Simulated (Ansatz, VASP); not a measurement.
BP in VASP and in Ansatz

```
B P
1.0
     0.00000    2.27415    2.27415
     2.27415    0.00000    2.27415
     2.27415    2.27415    0.00000
B P
1 1
Direct
  0.00000 0.00000 0.00000
  0.25000 0.25000 0.25000
```

Alike in both runs: task single point; functional r2SCAN; k mesh 10 × 10 × 10; occupations gaussian, width 0.02 eV; no spin polarisation.

```csv
,VASP,Ansatz
version,VASP 6.6.1,Ansatz 0.2.0
potentials or method,"VASP PAW PBE potentials, release 64 (B, P)","scalar-relativistic, plane waves, PAW"
plane-wave cutoff (eV),520,500
valence electrons in the cell,8,8
```

Ansatz gave:

- gap on the k mesh at the Fermi level (eV): 1.43
- least direct gap on the mesh (eV): 3.59
- pressure (GPa): -1.3

**Question.** What did VASP give for the same quantities?

**Answer.** gap on the k mesh at the Fermi level (eV): 1.46; least direct gap on the mesh (eV): 3.63; pressure (GPa): -1.8.

Caveats: the PAW data sets were made with another functional, which shifts forces and pressure a little (VASP). A k mesh can miss the band edges.
